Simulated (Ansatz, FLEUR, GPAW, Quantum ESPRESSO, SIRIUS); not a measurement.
# W: programs and potentials compared

```xyz
1
Lattice="-1.5823 1.5823 1.5823 1.5823 -1.5823 1.5823 1.5823 1.5823 -1.5823" Properties=species:S:1:pos:R:3 pbc="T T T"
W     0.0000    0.0000    0.0000
```

Alike in all runs: task equation of state; functional LDA; k mesh 12 × 12 × 12; occupations fermi-dirac, width 0.05 eV; no spin polarisation; no spin-orbit coupling. LDA stands for any of its common fits.

```json
{"program and potentials": "Ansatz, all-electron LAPW, scalar-relativistic", "plane-wave cutoff (eV)": "-", "notes": "-", "equilibrium volume (Å³/atom)": "15.40", "bulk modulus (GPa)": "325.7"}
{"program and potentials": "SIRIUS, all-electron FP-LAPW, apw+lo standard", "plane-wave cutoff (eV)": "-", "notes": "-", "equilibrium volume (Å³/atom)": "15.39", "bulk modulus (GPa)": "325.8"}
{"program and potentials": "GPAW, the program's PAW data sets (release 1.2.1) made for this functional", "plane-wave cutoff (eV)": "600", "notes": "-", "equilibrium volume (Å³/atom)": "15.35", "bulk modulus (GPa)": "327.5"}
{"program and potentials": "Quantum ESPRESSO, GBRV 1.5 LDA", "plane-wave cutoff (eV)": "612", "notes": "-", "equilibrium volume (Å³/atom)": "15.44", "bulk modulus (GPa)": "329.9"}
{"program and potentials": "Quantum ESPRESSO, PseudoDojo 0.4.1 SR LDA standard", "plane-wave cutoff (eV)": "952", "notes": "-", "equilibrium volume (Å³/atom)": "15.36", "bulk modulus (GPa)": "327.4"}
{"program and potentials": "FLEUR, all-electron, FLAPW", "plane-wave cutoff (eV)": "-", "notes": "-", "equilibrium volume (Å³/atom)": "15.39", "bulk modulus (GPa)": "326.2"}
```

The equilibrium volume spans 15.35 (GPAW, the program's PAW data sets (release 1.2.1) made for this functional) to 15.44 Å³/atom (Quantum ESPRESSO, GBRV 1.5 LDA), with all-electron results at 15.39 to 15.40. The bulk modulus spans 325.7 (Ansatz, all-electron LAPW, scalar-relativistic) to 329.9 GPa (Quantum ESPRESSO, GBRV 1.5 LDA), with all-electron results at 325.7 to 326.2. For a metal such a mesh isn't converged, which the comparison doesn't need.

Differences between rows come from potentials, basis sets and numerical settings, since the functional is the same but for its coding. Runs on potential files found faulty are left out.

The three all-electron calculations agree almost completely, and both GPAW and PseudoDojo give a slightly smaller, stiffer crystal. Among these five rows the bulk modulus rises as the volume falls, as expected when the equilibrium point shifts along nearly the same binding curve. GBRV breaks the pattern, combining the largest volume, 15.44 Å³/atom, with the highest bulk modulus, 329.9 GPa. Its deviation therefore lies in the curvature as well as the position of the minimum, which probably reflects how the potential describes the semicore and 5d states under compression.

The high stiffness common to all rows comes from the roughly half-filled d band of tungsten, in which bonding states are largely occupied and antibonding ones largely empty. All the volumes are below the measured one and the bulk moduli above it, the usual LDA overbinding, so close agreement between programs is no measure of accuracy against experiment. Nor does agreement for the bulk metal near equilibrium establish that the potentials transfer equally well to surfaces or to oxidised tungsten.
